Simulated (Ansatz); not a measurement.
## Bi: band structure with LDA

Bi:

```
CELL_PARAMETERS angstrom
2.26750 1.30914 3.93800
-2.26750 1.30914 3.93800
0.00000 -2.61828 3.93800
ATOMIC_POSITIONS crystal
Bi 0.76600 0.76600 0.76600
Bi 0.23400 0.23400 0.23400
```

```json
{"Program": "Ansatz 0.2.0", "Task": "band structure", "Functional": "LDA", "Potentials or basis": "JTH PAW", "Cutoff": "1800 eV (not typed: the program's choice for these potentials)", "k mesh": "7 × 7 × 7", "Occupations": "gaussian, width 0.01 eV", "Spin": "no spin polarisation", "Path": "[[\"G\", \"L\", \"B1\"], [\"B\", \"Z\", \"G\", \"X\"], [\"Q\", \"F\", \"P1\", \"Z\"], [\"L\", \"P\"]]", "Points for each segment of the path": "14"}
```

```yaml
Pressure: -1.5 GPa
Largest_force: 0.056 eV/Å
Band_gap_along_the_path: none (metal or under the smearing width)
```

Forces in eV/Å, atoms in the order of the input:
```
Bi   0.000  0.000 -0.056
Bi   0.000  0.000  0.056
```

Stress tensor (GPa, compression positive):
```
-1.46  0.00  0.00
 0.00 -1.46  0.00
 0.00  0.00 -1.64
```

Levels at the corners of the path, in eV from the Fermi level:
```
point  band 11  band 12  band 13  band 14  band 15  band 16  band 17  band 18  band 19  band 20
    Γ   -13.03    -7.45    -1.34    -1.08    -1.08     2.63     3.09     3.09     5.85     6.00
    L   -11.12   -10.47    -1.19    -1.04    -0.14    -0.14     0.67     1.16     7.69     8.65
   B1   -10.79   -10.16    -3.95    -3.86    -0.28     0.90     5.15     5.15     6.22     6.38
    B   -10.79   -10.16    -3.95    -3.86    -0.28     0.90     5.15     5.15     6.22     6.38
    Z   -11.81    -9.86    -0.84    -0.46    -0.46     0.82     0.82     0.86     7.17     9.27
    Γ   -13.03    -7.45    -1.34    -1.08    -1.08     2.63     3.09     3.09     5.85     6.00
    X   -10.79   -10.19    -4.24    -2.36    -2.32     3.09     3.21     4.92     6.01     7.66
    Q   -10.79   -10.19    -4.24    -2.36    -2.32     3.09     3.21     4.92     6.01     7.66
    F   -11.21    -9.42    -4.56    -2.88    -2.77     2.54     5.05     5.55     6.86     9.56
   P1   -11.08    -9.88    -4.31    -2.32    -2.26     2.89     3.63     4.79     6.07     8.08
    Z   -11.81    -9.86    -0.84    -0.46    -0.46     0.82     0.82     0.86     7.17     9.27
    L   -11.12   -10.47    -1.19    -1.04    -0.14    -0.14     0.67     1.16     7.69     8.65
    P   -11.08    -9.88    -4.31    -2.32    -2.26     2.89     3.63     4.79     6.07     8.08
```

Wall time 100 s on 1 thread of Arm Neoverse V1 (shared host), peak memory 1.1 GiB.

Caveat: spin-orbit coupling is left out, which moves the levels of the heavy elements.
